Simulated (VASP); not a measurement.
Here is a VASP 6.6.1 calculation.

File INCAR:

```
ALGO = Normal
EDIFF = 1E-7
ENCUT = 520
GGA = RP
ISIF = 2
ISMEAR = -1
IVDW = 13
LASPH = T
LCHARG = F
LREAL = F
LWAVE = F
NBANDS = 26
NELM = 100
PREC = Accurate
SIGMA = 0.05
```

The input KPOINTS:

```
k-points
0
Gamma
  7 7 4
```

POSCAR

```
CdSe
1.0
    4.2418847678      0.0000000000      0.0000000000
   -2.1209423839      3.6735799689      0.0000000000
    0.0000000000      0.0000000000      6.9251235047
Cd Se
2 2
Direct
    0.6666666667      0.3333333333      0.5000000000
    0.3333333333      0.6666666667      0.0000000000
    0.6666666667      0.3333333333      0.8850000000
    0.3333333333      0.6666666667      0.3850000000
```

Potentials or basis: VASP PAW PBE potentials, release 64 (Cd, Se).

Run with:

```bash
$ cat potpaw_PBE.64/Cd/POTCAR potpaw_PBE.64/Se/POTCAR > POTCAR
$ mpirun -np 1 vasp_std > vasp.out
```

(1) What does it give for the band gap on the k mesh?

(2) Predict the pressure.

(3) What does it give for the dispersion energy per atom?

(4) What does it give for the largest force?

Results:

(1) 0.96 eV, direct.

(2) 3.7 GPa.

(3) -0.627 eV.

(4) 0.340 eV/Å.

Caveat: the PAW data sets were made with another functional, which shifts forces and pressure a little.

**Experimental background.**

From a printed reference work, data compilation, for a bulk crystal of CdSe at 2 K: band gap 1.841 eV.

A measured gap of CdSe is 1.841 eV (2 K; a printed reference work, data compilation); the calculated 0.96 eV misses it by -0.88 eV. Spin-orbit coupling on Cd, Se is left out. The value is that of RPBE+D4, without temperature or zero-point motion. Semilocal functionals fall short of measured gaps as a rule.
